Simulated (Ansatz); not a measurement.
Base system: ZnTe in the zinc blende structure (space group F-43m, No. 216; a = 6.179 Å).

(Cell as relaxed with PBE.)

Levels (all Ansatz, a program for electronic structure, PAW): PBE (420 eV, no spin-orbit coupling); r2SCAN (500 eV, no SOC).

Each level relaxes its own structure.

| quantity | PBE | r2SCAN |
|---|---|---|
| volume per atom | 29.49 Å³ | ? |
| lattice parameter a | 6.179 Å | ? |
| band gap | 1.08 eV | ? |
| gap character | direct at Γ | ? |
| electron mass | 0.077 mₑ | ? |
| hole mass (degenerate bands, along [100]) | 0.078, 0.48, 0.48 mₑ | ? |

Given the PBE results, estimate those of r2SCAN.


- volume per atom, r2SCAN: 28.56 Å³
- lattice parameter a, r2SCAN: 6.113 Å
- band gap, r2SCAN: 1.79 eV
- gap character, r2SCAN: direct at Γ
- electron mass, r2SCAN: 0.11 mₑ
- hole mass (degenerate bands, along [100]), r2SCAN: 0.11, 0.45, 0.45 mₑ

PBE's volume per atom lies 0.93 Å³ above r2SCAN's (3.3 %); PBE's lattice parameter a lies 0.066 Å above r2SCAN's (1.1 %); PBE's band gap lies 0.71 eV below r2SCAN's; the two agree on the gap character. Neither level is exact; r2SCAN is the comparison here, not a measurement.

Spin-orbit coupling, missing from the scalar runs, can matter with Te. Effective masses come from finite differences of ±0.01 Å⁻¹. Whether these cells are dynamically stable was not tested.
